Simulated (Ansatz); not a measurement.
# Pt: the cost of one run

Computed with Ansatz 0.2.0 (DFT PBE, scalar-relativistic, plane waves, PAW, unless a step's input says otherwise).

## (1) The starting structure

Symmetry: Fm-3m, No. 225, cubic system. Conventional cell: a = 3.970 Å, b = 3.970 Å, c = 3.970 Å, α = 90.00°, β = 90.00°, γ = 90.00°. Pt (site symmetry m-3m) has 12 Pt at 2.81 Å as nearest neighbours.

Coordinates:

```
CELL_PARAMETERS angstrom
0.00000 1.98506 1.98506
1.98506 0.00000 1.98506
1.98506 1.98506 0.00000
ATOMIC_POSITIONS crystal
Pt 0.00000 0.00000 0.00000
```

This cell was relaxed beforehand with the same method: volume 15.64 Å³/atom, gap on the mesh none (metal).

## (2) The bulk in the cell of the plane

The input, input.yaml:

```yaml
crystal:
  lattice:
    - [2.8072945026, 0.0, 0.0]
    - [-1.4036472513, 2.4311883552, 0.0]
    - [1.4036472513, 0.8103961184, 2.292146363]
  atoms:
    - { symbol: Pt, position: [0.0, 0.0, 0.0] }
basis:
  ecutwfc: 420
kpoints:
  mp_grid: { grid: [12, 12, 15] }
hamiltonian:
  xc: pbe
scf:
  occupations: { method: gaussian, width: 0.1 }
output:
  forces: true
  stress: true
  eigenvalues: true
```

Started as:

```
> ansatz run input.yaml --threads 1 --pin off --max-ram 2560MiB --backend cpu --events-out ev --progress --plain --runs-dir out
```

What time and memory should one allow on 1 thread of Intel Xeon Platinum 8488C (Sapphire Rapids), shared host?

About 6.5 s, with a peak of 0.41 GiB.
